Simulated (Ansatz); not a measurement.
**Rb: which structure wins at one pressure**

Which of fcc, bcc, hcp, omega, dhcp, sc has the lowest enthalpy for Rb at one common pressure? The runs shown use PAW.

Computed with Ansatz 0.2.0 (DFT, PBE, PAW with Ansatz's default frozen-core files, scalar-relativistic, unless a step's input says otherwise).

### Step 1. The starting structure

The structure is cubic, space group Fm-3m (No. 225). Conventional cell: a = 7.146 Å, b = 7.146 Å, c = 7.146 Å, α = 90.00°, β = 90.00°, γ = 90.00°.

Structure file:

```cif
data_structure
_symmetry_space_group_name_H-M 'Fm-3m'
_symmetry_Int_Tables_number 225
_cell_length_a 7.1460
_cell_length_b 7.1460
_cell_length_c 7.1460
_cell_angle_alpha 90.000
_cell_angle_beta 90.000
_cell_angle_gamma 90.000
_cell_volume 364.92
loop_
_atom_site_label
_atom_site_type_symbol
_atom_site_symmetry_multiplicity
_atom_site_Wyckoff_symbol
_atom_site_fract_x
_atom_site_fract_y
_atom_site_fract_z
_atom_site_occupancy
Rb1 Rb 4 a 0.00000 0.00000 0.00000 1
```

The file gives the conventional cell by its symmetry; the runs use the cell typed in the input.

### Step 2. Cell relaxed at zero pressure, PAW

Contents of input.yaml:

```yaml
crystal:
  lattice:
    - [0.0, 3.5730106134, 3.5730106134]
    - [3.5730106134, 0.0, 3.5730106134]
    - [3.5730106134, 3.5730106134, 0.0]
  atoms:
    - { symbol: Rb, position: [0.0, 0.0, 0.0] }
kpoints:
  mp_grid: { grid: [10, 10, 10] }
scf:
  occupations: { method: fermi_dirac, width: 0.08 }
hamiltonian:
  xc: pbe
  pseudopotentials: { kind: paw }
output:
  forces: true
  stress: true
relax:
  f_tol: 0.005
  max_steps: 40
  cell: {}
```

Started as:

```
$ ansatz run input.yaml --threads 1 --pin off --max-ram 3584MiB --backend cpu --events-out ev --progress --plain --runs-dir out
```

After this run come: Volume scaled by 0.794, to set the pressure, PAW; Fcc relaxed under pressure, PAW; Bcc relaxed under pressure, PAW; Hcp relaxed under pressure, PAW; Omega relaxed under pressure, PAW; Dhcp relaxed under pressure, PAW; Sc relaxed under pressure, PAW.

Before running it: what results should come out? Wanted: pressure; lowest.

As calculated:

| quantity | value |
| --- | --- |
| pressure | 1 GPa |
| lowest (PAW) | dhcp, 0.0 meV/atom under hcp |

**Reading.** By PAW the order is dhcp ≈ hcp ≈ fcc ≈ bcc < omega < sc; the first two lie within 0.1 meV/atom, too close to call. Only these structures were tried, with electrons smeared by 0.08 eV and without vibrations, so the true ground state may be another. The k meshes differ between phases and weren't tested, which can move differences by some meV.
